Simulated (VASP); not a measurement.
# Ir (P6_3/mmc) in VASP: single point with PBEsol

Aim: the single point of Ir with PBEsol.

Program: VASP 6.6.1. These are calculated values, not measurements. Logs are shortened: lines on timing, memory, paths and dates and some standing lists are left out, and cuts for length are marked.

## 1. Starting point

It takes space group P6_3/mmc (No. 194, hexagonal). Conventional cell: a = 2.721 Å, b = 2.721 Å, c = 4.412 Å, α = 90.00°, β = 90.00°, γ = 120.00°. Ir (site symmetry -6m2) has 12 Ir at 2.71 to 2.72 Å as nearest neighbours.

This isn't the form of Ir at room conditions, which is fcc.

## 2. Single point, PBEsol, non-collinear spin, zero start, spin-orbit coupling

Input file INCAR:

```
PREC     = Accurate       # precision mode
ENCUT    = 520            # plane-wave cutoff, eV
EDIFF    = 1E-6           # SCF threshold, eV
ISMEAR   = 0              # smearing method
SIGMA    = 0.1            # smearing width, eV
LREAL    = False          # projectors in reciprocal space
LASPH    = True           # aspherical terms in the spheres
NELM     = 80             # most SCF steps
ALGO     = Normal         # electronic algorithm
ISIF     = 2              # what is computed and relaxed
LWAVE    = False          # write WAVECAR
LCHARG   = False          # write CHGCAR
MAGMOM   = 0 0 0 0 0 0    # initial moments
LORBIT   = 11             # projections on sites
LSORBIT  = True           # spin-orbit coupling
GGA_COMPAT= False        
LMAXMIX  = 4              # l up to which the mixer works
GGA      = PS             # functional
NBANDS   = 30             # bands
```

Input file KPOINTS:

```
regular mesh
0
Gamma
  18 18 10
```

Input file POSCAR:

```
Ir
1.0
    2.7214100000      0.0000000000      0.0000000000
   -1.3607100000      2.3568100000      0.0000000000
    0.0000000000      0.0000000000      4.4120300000
Ir
2
Direct
    0.3333300000      0.6666700000      0.2500000000
    0.6666700000      0.3333300000      0.7500000000
```

Potentials or basis: VASP PAW PBE potentials, release 64 (Ir).

Launch:

```bash
$ cat potpaw_PBE.64/Ir/POTCAR > POTCAR
$ mpirun -np 1 vasp_ncl > vasp.out
```

OUTCAR:

```text
PREC = Accurate
   ENCUT = 520
   EDIFF = 1E-6
   ISMEAR = 0
   LREAL = False
   LASPH = True
   NELM = 80
   ISIF = 2
   LORBIT = 11
   LSORBIT = True
   GGA = PS

 ion  position               nearest neighbor table
   1  0.333  0.667  0.250-   2 2.71   2 2.71   2 2.71   2 2.71   2 2.71   2 2.71
   2  0.667  0.333  0.750-   1 2.71   1 2.71   1 2.71   1 2.71   1 2.71   1 2.71

  LATTYP: Found a hexagonal cell.
 ALAT       =     2.7214100000
 C/A-ratio  =     1.6212294362

  Lattice vectors:

 A1 = (   2.7214100000,   0.0000000000,   0.0000000000)
 A2 = (  -1.3607100000,   2.3568100000,   0.0000000000)
 A3 = (   0.0000000000,   0.0000000000,   4.4120300000)

Analysis of symmetry for initial positions (statically):
=====================================================================
 Subroutine PRICEL returns:
 Original cell was already a primitive cell.

 Routine SETGRP: Setting up the symmetry group for a
 hexagonal supercell.

 Subroutine GETGRP returns: Found  8 space group operations
 (whereof  4 operations were pure point group operations)
 out of a pool of 24 trial point group operations.

The static configuration has the point symmetry C_2h.
 The point group associated with its full space group is D_2h.

Analysis of symmetry for dynamics (positions and initial velocities):
=====================================================================
 Subroutine PRICEL returns:
 Original cell was already a primitive cell.

 Routine SETGRP: Setting up the symmetry group for a
 hexagonal supercell.

 Subroutine GETGRP returns: Found  8 space group operations
 (whereof  4 operations were pure point group operations)
 out of a pool of 24 trial point group operations.

The dynamic configuration has the point symmetry C_2h.
 The point group associated with its full space group is D_2h.

Analysis of structural, dynamic, and magnetic symmetry:
=====================================================================
 Subroutine PRICEL returns:
 Original cell was already a primitive cell.

 Routine SETGRP: Setting up the symmetry group for a
 hexagonal supercell.

 Subroutine GETGRP returns: Found  8 space group operations
 (whereof  4 operations were pure point group operations)
 out of a pool of 24 trial point group operations.

The overall configuration has the point symmetry C_2h.
 The point group associated with its full space group is D_2h.

 Subroutine INISYM returns: Found  8 space group operations
 (whereof  4 operations are pure point group operations),
 and found     1 'primitive' translations

----------------------------------------------------------------------------------------

                                     Primitive cell

  volume of cell :      28.2981

  direct lattice vectors                    reciprocal lattice vectors
     2.721410000  0.000000000  0.000000000     0.367456576  0.212151950  0.000000000
    -1.360710000  2.356810000  0.000000000     0.000000000  0.424302341  0.000000000
     0.000000000  0.000000000  4.412030000     0.000000000  0.000000000  0.226653037

  length of vectors
     2.721410000  2.721412332  4.412030000     0.424302704  0.424302341  0.226653037

  position of ions in fractional coordinates (direct lattice)
     0.333330000  0.666670000  0.250000000
     0.666670000  0.333330000  0.750000000

  ion indices of the primitive-cell ions
   primitive index   ion index
                 1           1
                 2           2

----------------------------------------------------------------------------------------

 KPOINTS: regular mesh

Automatic generation of k-mesh.
 Grid dimensions read from file:
 generate k-points for:   18   18   10

 Generating k-lattice:

  Cartesian coordinates                     Fractional coordinates (reciprocal lattice)
     0.020414254  0.011786219  0.000000000     0.055555556  0.000000000  0.000000000
     0.000000000  0.023572352  0.000000000     0.000000000  0.055555556  0.000000000
     0.000000000  0.000000000  0.022665304     0.000000000  0.000000000  0.100000000

  Length of vectors
     0.023572372  0.023572352  0.022665304

  Shift w.r.t. Gamma in fractional coordinates (k-lattice)
     0.000000000  0.000000000  0.000000000

[... 43 lines left out ...]
   ICHARG =      2    charge: 1-file 2-atom 10-const
   ISPIN  =      1    spin polarized calculation?
   LNONCOLLINEAR =      T non collinear calculations
   LSORBIT =      T    spin-orbit coupling
   LASPH  =      T    aspherical Exc in radial PAW
   ENCUT  =  520.0 eV  38.22 Ry    6.18 a.u.   5.06  5.06  8.20*2*pi/ulx,y,z
   NELM   =     80;   NELMIN=  2; NELMDL= -5     # of ELM steps
   EDIFF  = 0.1E-05   stopping-criterion for ELM
   LREAL  =      F    real-space projection
   EDIFFG = 0.1E-04   stopping-criterion for IOM
   NSW    =      0    number of steps for IOM
   IBRION =     -1    ionic relax: 0-MD 1-quasi-New 2-CG
   NFREE  =      0    steps in history (QN), initial steepest desc. (CG)
   ISIF   =      2    stress and relaxation
   ISYM   =      2    0-nonsym 1-usesym 2-fastsym
   POTIM  = 0.5000    time-step for ionic-motion
   TEBEG  =    0.0;   TEEND  =   0.0 temperature during run
   PSTRESS=    0.0 pullay stress
   NELECT =      18.0000    total number of electrons
   NUPDOWN=      -1.0000    fix difference up-down
   EMIN   =  10.00;   EMAX   =-10.00  energy-range for DOS
   EFERMI =   0.00;   METHOD = LEGACY
   ISMEAR =     0;   SIGMA  =   0.10  broadening in eV -4-tet -1-fermi 0-gaus
   EFERMI_NEDOS =   21; number of points for ismear=-14 and -15
   IALGO  =     38    algorithm
   IMIX   =      4    mixing-type and parameters
     AMIX     =   0.40;   BMIX     =  1.00
     AMIX_MAG =   1.60;   BMIX_MAG =  1.00
  volume/ion in A,a.u.               =      14.15        95.48
  Fermi-wavevector in a.u.,A,eV,Ry     =   1.407927  2.660595 26.970246  1.982257
  Thomas-Fermi vector in A             =   2.530136
   LORBIT       =     11    0 simple, 1 ext, 2 COOP (PROOUT), +10 PAW based schemes
   GGA     = PS    functional components
   LHFCALC =     F    Hartree Fock is set to
   AEXX    =    0.0000 exact exchange contribution
   IVDW    =     0    specifies the selected vdW correction
   LEPSILON=     F    determine dielectric tensor
   LRPA    =     F    only Hartree local field effects (RPA)
 Gauss-broadening in eV      SIGMA  =   0.10
  energy-cutoff  :      520.00
  volume of cell :       28.30
 maximum number of plane-waves:      1560
   NGX = 11   NGY = 11   NGZ = 17

 number of electron      18.0000000 magnetization      -0.0000000     -0.0000000     -0.0000000

 number of electron      18.0000000 magnetization      -0.0000000      0.0000000      0.0000000

 number of electron      18.0000000 magnetization       0.0000000      0.0000000      0.0000000

 number of electron      18.0000000 magnetization      -0.0000000     -0.0000000      0.0000000

 Free energy of the ion-electron system (eV)
  ---------------------------------------------------
  ext. energy  EPLUGINS =         0.00000000
  ---------------------------------------------------
  free energy    TOTEN  =       -20.26503915 eV

  energy without entropy =      -20.25476745  energy(sigma->0) =      -20.25990330

 E-fermi :  10.4006     XC(G=0): -14.0996

 val. band max:       10.3851623599   @ k =   0.3333   0.1111   0.2000
 cond. band min:      10.4010426295   @ k =   0.3889   0.3333   0.3000
 fundamental gap:      0.0158802696
 Fermi energy:        10.4006049899

 k-point     1 :       0.0000    0.0000    0.0000
  band No.  band energies     occupation
      1      -0.9418      1.00000
      2      -0.9418      1.00000
      3       2.1073      1.00000
      4       2.1073      1.00000
      5       5.9904      1.00000
      6       5.9904      1.00000
[... 781 lines left out ...]
     29      27.7047      0.00000
     30      27.7059      0.00000

 [... further k-points ...]

------------------------ aborting loop because EDIFF is reached ----------------------------------------

  FORCE on cell =-STRESS in cart. coord.  units (eV):
  Direction    XX          YY          ZZ          XY          YZ          ZX
  --------------------------------------------------------------------------------------
  -------------------------------------------------------------------------------------
  Total        0.1293787      0.1294997      0.2419031      0.0001045      0.0000000     -0.0000000
  in kB        7.3251489      7.3319968     13.6960374      0.0059159      0.0000000     -0.0000000
  external PRESSURE =       9.4510611 kB  Pullay stress =       0.0000000 kB

 VOLUME and BASIS-vectors are now :
 -----------------------------------------------------------------------------
  energy-cutoff  :      520.00
  volume of cell :       28.30
      direct lattice vectors                 reciprocal lattice vectors
     2.721410000  0.000000000  0.000000000     0.367456576  0.212151950  0.000000000
    -1.360710000  2.356810000  0.000000000     0.000000000  0.424302341  0.000000000
     0.000000000  0.000000000  4.412030000     0.000000000  0.000000000  0.226653037

 POSITION                                       TOTAL-FORCE (eV/Angst)
 -----------------------------------------------------------------------------------
     -0.00002      1.57121      1.10301         0.000148     -0.000086      0.000000
      1.36072      0.78560      3.30902        -0.000148      0.000086      0.000000
 -----------------------------------------------------------------------------------
    total drift:                                0.000000     -0.000000      0.000000

  FREE ENERGIE OF THE ION-ELECTRON SYSTEM (eV)
  ---------------------------------------------------
  free  energy   TOTEN  =       -20.2650391451 eV

  energy  without entropy=      -20.2547674478  energy(sigma->0) =      -20.25990330

 Spin-Orbit-Coupling matrix elements

 Ion:    1  E_soc:     -0.7758680
 l=   1
     0.0000000    -0.0392601    -0.0393308
    -0.0392601     0.0000000    -0.0392600
    -0.0393308    -0.0392600     0.0000000
 l=   2
     0.0000000    -0.0191685     0.0000000    -0.0191686    -0.0699436
    -0.0191685     0.0000000    -0.0523472    -0.0187706    -0.0191686
     0.0000000    -0.0523472     0.0000000    -0.0523476     0.0000000
    -0.0191686    -0.0187706    -0.0523476     0.0000000    -0.0191685
    -0.0699436    -0.0191686     0.0000000    -0.0191685     0.0000000
 l=   3
     0.0000000     0.0000000     0.0000000     0.0000000     0.0000000     0.0000000     0.0000000
     0.0000000     0.0000000     0.0000000     0.0000000     0.0000000     0.0000000     0.0000000
     0.0000000     0.0000000     0.0000000     0.0000000     0.0000000     0.0000000     0.0000000
     0.0000000     0.0000000     0.0000000     0.0000000     0.0000000     0.0000000     0.0000000
     0.0000000     0.0000000     0.0000000     0.0000000     0.0000000     0.0000000     0.0000000
     0.0000000     0.0000000     0.0000000     0.0000000     0.0000000     0.0000000     0.0000000
     0.0000000     0.0000000     0.0000000     0.0000000     0.0000000     0.0000000     0.0000000

 Ion:    2  E_soc:     -0.7758680
 l=   1
     0.0000000    -0.0392601    -0.0393308
    -0.0392601     0.0000000    -0.0392600
    -0.0393308    -0.0392600     0.0000000
 l=   2
     0.0000000    -0.0191685     0.0000000    -0.0191686    -0.0699436
    -0.0191685     0.0000000    -0.0523472    -0.0187706    -0.0191686
     0.0000000    -0.0523472     0.0000000    -0.0523476     0.0000000
    -0.0191686    -0.0187706    -0.0523476     0.0000000    -0.0191685
    -0.0699436    -0.0191686     0.0000000    -0.0191685     0.0000000
 l=   3
     0.0000000     0.0000000     0.0000000     0.0000000     0.0000000     0.0000000     0.0000000
     0.0000000     0.0000000     0.0000000     0.0000000     0.0000000     0.0000000     0.0000000
     0.0000000     0.0000000     0.0000000     0.0000000     0.0000000     0.0000000     0.0000000
     0.0000000     0.0000000     0.0000000     0.0000000     0.0000000     0.0000000     0.0000000
     0.0000000     0.0000000     0.0000000     0.0000000     0.0000000     0.0000000     0.0000000
     0.0000000     0.0000000     0.0000000     0.0000000     0.0000000     0.0000000     0.0000000
     0.0000000     0.0000000     0.0000000     0.0000000     0.0000000     0.0000000     0.0000000

 total charge

# of ion       s       p       d       tot
------------------------------------------
    1        0.667   0.758   6.967   8.392
    2        0.667   0.758   6.967   8.392
--------------------------------------------------
tot          1.335   1.515  13.934  16.784

 magnetization (x)

# of ion       s       p       d       tot
------------------------------------------
    1        0.000   0.000   0.000   0.000
    2        0.000   0.000   0.000   0.000
--------------------------------------------------
tot          0.000   0.000   0.000   0.000

 magnetization (y)

# of ion       s       p       d       tot
------------------------------------------
    1        0.000   0.000   0.000   0.000
    2        0.000   0.000   0.000   0.000
--------------------------------------------------
tot          0.000   0.000   0.000   0.000

 magnetization (z)

# of ion       s       p       d       tot
------------------------------------------
    1        0.000   0.000   0.000   0.000
    2        0.000   0.000   0.000   0.000
--------------------------------------------------
tot          0.000   0.000   0.000   0.000
```

Run time: 15 min. Hardware: 1 thread of Intel Xeon Platinum 8488C (Sapphire Rapids), shared host; peak memory 0.67 GiB.

Results:

- Free energy: -20.2650 eV
- Pressure: 0.9 GPa
- Net moment: 0.00 μB per cell
- Valence electrons inside the program's atomic spheres: Ir 8.39

Stress tensor (GPa, compression positive):
```
0.73 0.00 0.00
0.00 0.73 0.00
0.00 0.00 1.37
```

Moments on the atoms (μB; x, y, z):
```
Ir  0.00 0.00 0.00
Ir  0.00 0.00 0.00
```

Caveat: the PAW data sets were made with another functional, which shifts forces and pressure a little.
